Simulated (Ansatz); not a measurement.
# SnSe: the cost of one run

Computed with Ansatz 0.2.0 (DFT PBE, scalar-relativistic, plane waves, PAW, unless a step's input says otherwise).

1 further run of the same task is left out (it didn't finish). Runs told in other sessions of the task aren't counted.

## 1. The system as given

It takes space group Pnma (No. 62, orthorhombic). The conventional cell has a = 11.794 Å, b = 4.207 Å, c = 4.567 Å, α = 90.00°, β = 90.00°, γ = 90.00°. Sn (site symmetry m) has 3 Se at 2.79 to 2.82 Å in its first shell of neighbours. Around Se (site symmetry m) lie 3 Sn at 2.79 to 2.82 Å.

Coordinates:

```cif
data_structure
_symmetry_space_group_name_H-M 'Pnma'
_symmetry_Int_Tables_number 62
_cell_length_a 11.7943
_cell_length_b 4.2069
_cell_length_c 4.5670
_cell_angle_alpha 90.000
_cell_angle_beta 90.000
_cell_angle_gamma 90.000
_cell_volume 226.60
loop_
_atom_site_label
_atom_site_type_symbol
_atom_site_symmetry_multiplicity
_atom_site_Wyckoff_symbol
_atom_site_fract_x
_atom_site_fract_y
_atom_site_fract_z
_atom_site_occupancy
Sn1 Sn 4 c 0.12148 0.25000 0.11649 1
Se1 Se 4 c 0.85488 0.25000 0.47629 1
```

The cell was relaxed beforehand at this level, from a generated guess; it needn't be the stable form of this composition. At a tolerance of 0.02 Å it has space group Pnma (No. 62); it has 28.33 Å³/atom, an uncorrected energy of -0.44 eV/atom over the elements.

## 2. Bands, states and charges

input.yaml reads:

```yaml
crystal:
  lattice:
    - [11.7943129338, 0.0, 0.0]
    - [0.0, 4.2069238369, 0.0]
    - [0.0, 0.0, 4.5669585096]
  atoms:
    - { symbol: Sn, position: [0.1214825928, 0.25, 0.116491505] }
    - { symbol: Sn, position: [0.8785174072, 0.75, 0.883508495] }
    - { symbol: Sn, position: [0.3785174072, 0.75, 0.616491505] }
    - { symbol: Sn, position: [0.6214825928, 0.25, 0.383508495] }
    - { symbol: Se, position: [0.8548834788, 0.25, 0.4762891689] }
    - { symbol: Se, position: [0.1451165212, 0.75, 0.5237108311] }
    - { symbol: Se, position: [0.6451165212, 0.75, 0.9762891689] }
    - { symbol: Se, position: [0.3548834788, 0.25, 0.0237108311] }
basis:
  ecutwfc: 420
kpoints:
  mp_grid: { grid: [4, 6, 6] }
  band_path:
    path:
      - [[0.0, 0.0, 0.0], [0.5, 0.0, 0.0], [0.5, 0.5, 0.0], [0.0, 0.5, 0.0], [0.0, 0.0, 0.0], [0.0, 0.0, 0.5], [0.5, 0.0, 0.5], [0.5, 0.5, 0.5], [0.0, 0.5, 0.5], [0.0, 0.0, 0.5]]
      - [[0.5, 0.0, 0.0], [0.5, 0.0, 0.5]]
      - [[0.0, 0.5, 0.0], [0.0, 0.5, 0.5]]
      - [[0.5, 0.5, 0.0], [0.5, 0.5, 0.5]]
    npoints: 14
hamiltonian:
  xc: pbe
scf:
  occupations: { method: gaussian, width: 0.02 }
  n_extra_bands: 20
output:
  forces: true
  stress: true
  eigenvalues: true
  populations: true
  dos: { projected: true, de: 0.02, nscf_kmesh: { grid: [6, 9, 9] } }
  bader: true
  write_density: true
  write_potential: true
  elf: true
  volumetric_format: npy
```

The run is started by

```sh
$ ansatz run input.yaml --threads 1 --pin off --max-ram 2560MiB --backend cpu --events-out ev --progress --plain --runs-dir out
```

Q: Estimate wall time and peak memory on 1 thread of Intel Xeon 6975P-C (Granite Rapids), shared host.

About 2.6 min, with a peak of 1.8 GiB.
